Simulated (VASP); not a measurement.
# InAs (F-43m) in VASP: single point with LDA

Aim: the single point of InAs with LDA.

All numbers are computed with VASP 6.6.1; they aren't measurements. Logs are shortened: lines on timing, memory, paths and dates and some standing lists are left out, and cuts for length are marked.

**Measured values to compare with.**

From a printed reference work, data compilation, for a bulk crystal of InAs at 4.2 K: band gap 0.418 eV (direct).

The runs below are set against these values where they give the same quantity.

**1. The cell of the first run**

Symmetry: F-43m, No. 216, cubic system. The conventional cell has a = 6.048 Å, b = 6.048 Å, c = 6.048 Å, α = 90.00°, β = 90.00°, γ = 90.00°. In (site symmetry -43m) has 4 As at 2.62 Å within 3.5 Å. Within 3.5 Å of As (site symmetry -43m) lie 4 In at 2.62 Å.

**2. Single point, LDA**

File INCAR:

```
SYSTEM = InAs
PREC     = Accurate       ! precision mode
ENCUT    = 520            ! plane-wave cutoff, eV
EDIFF    = 1E-7           ! SCF threshold, eV
ISMEAR   = 0              ! smearing method
SIGMA    = 0.15           ! smearing width, eV
LREAL    = .False.        ! projectors in reciprocal space
LASPH    = .True.         ! aspherical terms in the spheres
NELM     = 80             ! most SCF steps
ALGO     = Normal         ! electronic algorithm
ISIF     = 2              ! what is computed and relaxed
LWAVE    = .False.        ! write WAVECAR
LCHARG   = .False.        ! write CHGCAR
GGA      = CA             ! functional
NBANDS   = 16             ! bands
```

File KPOINTS:

```
regular mesh
0
Gamma
  16 16 16
  0 0 0
```

File POSCAR:

```
InAs
1.0
    0.0000000000      3.0240000000      3.0240000000
    3.0240000000      0.0000000000      3.0240000000
    3.0240000000      3.0240000000      0.0000000000
In As
1 1
Direct
    0.0000000000      0.0000000000      0.0000000000
    0.7500000000      0.7500000000      0.7500000000
```

Potentials or basis: VASP PAW LDA potentials, release 64 (In_d, As).

Started as:

```bash
> cat potpaw_LDA.64/In_d/POTCAR potpaw_LDA.64/As/POTCAR > POTCAR
> mpirun -np 1 vasp_std > vasp.out
```

OUTCAR:

```text
SYSTEM = InAs
   PREC = Accurate
   ENCUT = 520
   EDIFF = 1E-7
   ISMEAR = 0
   LREAL = .False.
   LASPH = .True.
   NELM = 80
   ISIF = 2
   GGA = CA

 ion  position               nearest neighbor table
   1  0.000  0.000  0.000-   2 2.62   2 2.62   2 2.62   2 2.62
   2  0.750  0.750  0.750-   1 2.62   1 2.62   1 2.62   1 2.62

  LATTYP: Found a face centered cubic cell.
 ALAT       =     6.0480000000

  Lattice vectors:

 A1 = (   0.0000000000,   3.0240000000,   3.0240000000)
 A2 = (   3.0240000000,   0.0000000000,   3.0240000000)
 A3 = (   3.0240000000,   3.0240000000,   0.0000000000)

Analysis of symmetry for initial positions (statically):
=====================================================================
 Subroutine PRICEL returns:
 Original cell was already a primitive cell.

 Routine SETGRP: Setting up the symmetry group for a
 face centered cubic supercell.

 Subroutine GETGRP returns: Found 24 space group operations
 (whereof 24 operations were pure point group operations)
 out of a pool of 48 trial point group operations.

The static configuration has the point symmetry T_d .

Analysis of symmetry for dynamics (positions and initial velocities):
=====================================================================
 Subroutine PRICEL returns:
 Original cell was already a primitive cell.

 Routine SETGRP: Setting up the symmetry group for a
 face centered cubic supercell.

 Subroutine GETGRP returns: Found 24 space group operations
 (whereof 24 operations were pure point group operations)
 out of a pool of 48 trial point group operations.

The dynamic configuration has the point symmetry T_d .

 Subroutine INISYM returns: Found 24 space group operations
 (whereof 24 operations are pure point group operations),
 and found     1 'primitive' translations

----------------------------------------------------------------------------------------

                                     Primitive cell

  volume of cell :      55.3064

  direct lattice vectors                    reciprocal lattice vectors
     0.000000000  3.024000000  3.024000000    -0.165343915  0.165343915  0.165343915
     3.024000000  0.000000000  3.024000000     0.165343915 -0.165343915  0.165343915
     3.024000000  3.024000000  0.000000000     0.165343915  0.165343915 -0.165343915

  length of vectors
     4.276581813  4.276581813  4.276581813     0.286384062  0.286384062  0.286384062

  position of ions in fractional coordinates (direct lattice)
     0.000000000  0.000000000  0.000000000
     0.750000000  0.750000000  0.750000000

  ion indices of the primitive-cell ions
   primitive index   ion index
                 1           1
                 2           2

----------------------------------------------------------------------------------------

 KPOINTS: regular mesh

Automatic generation of k-mesh.
 Grid dimensions read from file:
 generate k-points for:   16   16   16

 Generating k-lattice:

  Cartesian coordinates                     Fractional coordinates (reciprocal lattice)
    -0.010333995  0.010333995  0.010333995     0.062500000  0.000000000  0.000000000
     0.010333995 -0.010333995  0.010333995     0.000000000  0.062500000  0.000000000
     0.010333995  0.010333995 -0.010333995     0.000000000  0.000000000  0.062500000

  Length of vectors
     0.017899004  0.017899004  0.017899004

  Shift w.r.t. Gamma in fractional coordinates (k-lattice)
     0.000000000  0.000000000  0.000000000

 Subroutine IBZKPT returns following result:
 ===========================================

 Found    145 irreducible k-points:

 Following reciprocal coordinates:
            Coordinates               Weight
  0.000000  0.000000  0.000000      1.000000
  0.062500  0.000000  0.000000      8.000000
  0.125000  0.000000  0.000000      8.000000
  0.187500  0.000000  0.000000      8.000000
  0.250000  0.000000  0.000000      8.000000
  0.312500  0.000000  0.000000      8.000000
[... 16 lines left out ...]
 -0.125000  0.062500  0.000000     24.000000
 -0.062500  0.062500  0.000000     12.000000
 [... further k-points ...]
   k-points           NKPTS =    145   k-points in BZ     NKDIM =    145   number of bands    NBANDS=     16
   number of dos      NEDOS =    301   number of ions     NIONS =      2
   total plane-waves  NPLWV =  32768
   dimension x,y,z NGX =    32 NGY =   32 NGZ =   32
   dimension x,y,z NGXF=    64 NGYF=   64 NGZF=   64
   ions per type =               1   1
   NGX,Y,Z   is equivalent  to a cutoff of  12.44, 12.44, 12.44 a.u.
   NGXF,Y,Z  is equivalent  to a cutoff of  24.88, 24.88, 24.88 a.u.
 SYSTEM =  InAs
   PREC   = accura    normal or accurate (medium, high low for compatibility)
   ISTART =      0    job   : 0-new  1-cont  2-samecut
   ICHARG =      2    charge: 1-file 2-atom 10-const
   ISPIN  =      1    spin polarized calculation?
   LNONCOLLINEAR =      F non collinear calculations
   LSORBIT =      F    spin-orbit coupling
   LASPH  =      T    aspherical Exc in radial PAW
   ENCUT  =  520.0 eV  38.22 Ry    6.18 a.u.   7.95  7.95  7.95*2*pi/ulx,y,z
   NELM   =     80;   NELMIN=  2; NELMDL= -5     # of ELM steps
   EDIFF  = 0.1E-06   stopping-criterion for ELM
   LREAL  =      F    real-space projection
   EDIFFG = 0.1E-05   stopping-criterion for IOM
   NSW    =      0    number of steps for IOM
   IBRION =     -1    ionic relax: 0-MD 1-quasi-New 2-CG
   NFREE  =      0    steps in history (QN), initial steepest desc. (CG)
   ISIF   =      2    stress and relaxation
   ISYM   =      2    0-nonsym 1-usesym 2-fastsym
   POTIM  = 0.5000    time-step for ionic-motion
   TEBEG  =    0.0;   TEEND  =   0.0 temperature during run
   PSTRESS=    0.0 pullay stress
   NELECT =      18.0000    total number of electrons
   NUPDOWN=      -1.0000    fix difference up-down
   EMIN   =  10.00;   EMAX   =-10.00  energy-range for DOS
   EFERMI =   0.00;   METHOD = LEGACY
   ISMEAR =     0;   SIGMA  =   0.15  broadening in eV -4-tet -1-fermi 0-gaus
   EFERMI_NEDOS =   21; number of points for ismear=-14 and -15
   IALGO  =     38    algorithm
   IMIX   =      4    mixing-type and parameters
     AMIX     =   0.40;   BMIX     =  1.00
     AMIX_MAG =   1.60;   BMIX_MAG =  1.00
  volume/ion in A,a.u.               =      27.65       186.61
  Fermi-wavevector in a.u.,A,eV,Ry     =   1.126092  2.128005 17.253320  1.268083
  Thomas-Fermi vector in A             =   2.262772
   LORBIT       =      0    0 simple, 1 ext, 2 COOP (PROOUT), +10 PAW based schemes
   GGA     = CA    functional components
   LHFCALC =     F    Hartree Fock is set to
   AEXX    =    0.0000 exact exchange contribution
   IVDW    =     0    specifies the selected vdW correction
   LEPSILON=     F    determine dielectric tensor
   LRPA    =     F    only Hartree local field effects (RPA)
 non-spin polarized calculation
 Gauss-broadening in eV      SIGMA  =   0.15
  energy-cutoff  :      520.00
  volume of cell :       55.31
 maximum number of plane-waves:      1524
   NGX = 15   NGY = 15   NGZ = 15

 number of electron      17.9999990 magnetization

 Free energy of the ion-electron system (eV)
  ---------------------------------------------------
  ext. energy  EPLUGINS =         0.00000000
  ---------------------------------------------------
  free energy    TOTEN  =        -9.02962303 eV

  energy without entropy =       -9.02950370  energy(sigma->0) =       -9.02956337

 E-fermi :   4.4838     XC(G=0):  -9.4104

 val. band max:        4.3315368696   @ k =   0.0000   0.0000   0.0000
 cond. band min:       4.8637437411   @ k =   0.0625   0.0000   0.0000
 fundamental gap:      0.5322068715
 Fermi energy:         4.4838314037

 k-point     1 :       0.0000    0.0000    0.0000
  band No.  band energies     occupation
      1     -10.0229      2.00000
      2     -10.0229      2.00000
      3     -10.0229      2.00000
      4      -9.8945      2.00000
      5      -9.8945      2.00000
      6      -7.5795      2.00000
[... 8 lines left out ...]
     15      14.0480      0.00000
     16      14.0480      0.00000

 k-point     2 :       0.0625    0.0000    0.0000
  band No.  band energies     occupation
      1     -10.0285      2.00000
      2     -10.0213      2.00000
      3     -10.0213      2.00000
      4      -9.8946      2.00000
      5      -9.8946      2.00000
      6      -7.5383      2.00000
[... 8 lines left out ...]
     15      13.5976      0.00000
     16      13.5976      0.00000

 k-point     3 :       0.1250    0.0000    0.0000
  band No.  band energies     occupation
      1     -10.0439      2.00000
      2     -10.0170      2.00000
      3     -10.0170      2.00000
      4      -9.8947      2.00000
      5      -9.8947      2.00000
      6      -7.4170      2.00000
[... 8 lines left out ...]
     15      13.1108      0.00000
     16      13.1108      0.00000

 k-point     4 :       0.1875    0.0000    0.0000
  band No.  band energies     occupation
      1     -10.0661      2.00000
      2     -10.0108      2.00000
      3     -10.0108      2.00000
      4      -9.8944      2.00000
      5      -9.8944      2.00000
      6      -7.2236      2.00000
[... 8 lines left out ...]
     15      12.8407      0.00000
     16      12.8407      0.00000
[... 324 lines left out ...]
 k-point    22 :      -0.1875    0.0625    0.0000
  band No.  band energies     occupation
      1     -10.0785      2.00000
      2     -10.0088      2.00000
      3     -10.0049      2.00000
      4      -9.8967      2.00000
      5      -9.8920      2.00000
      6      -7.1120      2.00000
[... 8 lines left out ...]
     15      12.6941      0.00000
     16      13.4312      0.00000

 k-point    23 :      -0.1250    0.0625    0.0000
  band No.  band energies     occupation
      1     -10.0558      2.00000
      2     -10.0151      2.00000
      3     -10.0114      2.00000
      4      -9.8965      2.00000
      5      -9.8930      2.00000
      6      -7.3250      2.00000
[... 8 lines left out ...]
     15      12.7498      0.00000
     16      13.1681      0.00000

 k-point    24 :      -0.0625    0.0625    0.0000
  band No.  band energies     occupation
      1     -10.0380      2.00000
      2     -10.0196      2.00000
      3     -10.0172      2.00000
      4      -9.8957      2.00000
      5      -9.8938      2.00000
      6      -7.4703      2.00000
[... 8 lines left out ...]
     15      13.0056      0.00000
     16      13.3924      0.00000

 [... further k-points ...]
[... 5 lines left out ...]
  --------------------------------------------------------------------------------------
  -------------------------------------------------------------------------------------
  Total       -0.1752451     -0.1752451     -0.1752451      0.0000000      0.0000000      0.0000000
  in kB       -5.0766946     -5.0766946     -5.0766946      0.0000000      0.0000000      0.0000000
  external PRESSURE =      -5.0766946 kB  Pullay stress =       0.0000000 kB

 VOLUME and BASIS-vectors are now :
 -----------------------------------------------------------------------------
  energy-cutoff  :      520.00
  volume of cell :       55.31
      direct lattice vectors                 reciprocal lattice vectors
     0.000000000  3.024000000  3.024000000    -0.165343915  0.165343915  0.165343915
     3.024000000  0.000000000  3.024000000     0.165343915 -0.165343915  0.165343915
     3.024000000  3.024000000  0.000000000     0.165343915  0.165343915 -0.165343915

 POSITION                                       TOTAL-FORCE (eV/Angst)
 -----------------------------------------------------------------------------------
      0.00000      0.00000      0.00000        -0.000000      0.000000      0.000000
      4.53600      4.53600      4.53600         0.000000      0.000000     -0.000000
 -----------------------------------------------------------------------------------
    total drift:                                0.000000      0.000000      0.000000

  FREE ENERGIE OF THE ION-ELECTRON SYSTEM (eV)
  ---------------------------------------------------
  free  energy   TOTEN  =        -9.0296230313 eV

  energy  without entropy=       -9.0295037026  energy(sigma->0) =       -9.02956337
```

Wall time 2.5 min (1 thread of AMD EPYC 7R43 (Zen 3), shared host); peak memory 0.22 GiB.

What came out:

| Quantity | Value |
| --- | --- |
| Free energy | -9.0296 eV |
| Pressure | -0.5 GPa |
| Band gap on the k mesh | zero (filled and empty bands touch) |

Caveat: spin-orbit coupling is left out, which moves the levels of the heavy elements.

**3. How close it comes**

Step 2. Measured gap of InAs: 0.418 eV (direct; 4.2 K; a printed reference work, data compilation). This calculation gives 0.00 eV (-0.42 eV). Spin-orbit coupling on As, In is left out. The value is that of LDA on a finite k mesh, which can miss the band edges, without temperature or zero-point motion. Semilocal functionals fall short of measured gaps as a rule.
